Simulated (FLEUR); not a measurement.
BaZrO3:

```
Ba Zr O
1.0
     4.19134    0.00000    0.00000
     0.00000    4.19134    0.00000
     0.00000    0.00000    4.19134
Ba Zr O
1 1 3
Direct
  0.00000 0.00000 0.00000
  0.50000 0.50000 0.50000
  0.50000 0.50000 0.00000
  0.50000 0.00000 0.50000
  0.00000 0.50000 0.50000
```

Base run:

```yaml
Program: FLEUR MaX-R8.1 (later development tree)
Functional: r2SCAN
Potentials_or_basis: all-electron
Basis: FLAPW
Kmax: 4.97 1/bohr
k_mesh: 6 × 6 × 6
Occupations: fermi-dirac, width 0.05 eV
Spin: no spin polarisation
```

Its results: band gap on the k mesh 3.76 eV, indirect (least direct gap 3.97 eV).

Q: The run is repeated on the same cell with these changes: functional from r2SCAN to PBEsol. What comes out?

A: Band gap on the k mesh 3.15 eV, indirect (least direct gap 3.35 eV).

r2SCAN gives the wider gap, since meta-GGAs in the generalised Kohn-Sham scheme recover part of the derivative discontinuity.

Caveats: spin-orbit coupling is left out, which moves the levels of the heavy elements; the meta-GGA is that of a development version, with a GGA for the radial functions and cores and without core tails (some runs).

Not every run made on this cell is shown here.
